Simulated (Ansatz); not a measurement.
## Stress against strain in Li

```yaml
crystal:
  lattice:
    - [-1.75000, 1.75000, 1.75000]
    - [1.75000, -1.75000, 1.75000]
    - [1.75000, 1.75000, -1.75000]
  atoms:
    - { symbol: Li, position: [0.00000, 0.00000, 0.00000] }
```

Structure: COD 9011628, as refined from experiment and not relaxed.

Computed with Ansatz 0.2.0, DFT, PBE, all-electron LAPW, scalar-relativistic.

Numerical set-up: a Γ-centred 15×15×15 k mesh, Fermi–Dirac smearing of 0.08 eV, basis error target 0.25 meV/atom, no spin polarisation.

The strain is applied along the Cartesian axes of the cell as listed (γ is the engineering shear, twice εxy = εyz = εzx). Fractional coordinates are held (clamped ions).

σ is the change of stress from the unstrained cell, which is at -0.70 GPa; tension is positive, so slopes are stress–strain coefficients at that pressure. In a metal the k mesh adds noise.

Only quantities that a quadratic follows smoothly over the whole series are listed; rougher ones are left out.

```tsv
γ	σxy (GPa)
-0.0300	-0.36
-0.0100	-0.11
0.0000	0.00
0.0100	0.09
0.0200	0.18
0.0300	0.25
```

Task: Fit the series and read off the stiffness at zero strain.

Result: Least-squares fits y = p0 + p1 x + p2 x² to the rows give σxy (GPa): p1 = 10.2, p2 = -58. So C44 (clamped ions) = 10 GPa.

Task: One run, at γ = -0.0200, is withheld. Predict its row.

Result: The fits give -0.23; the run gave -0.23.
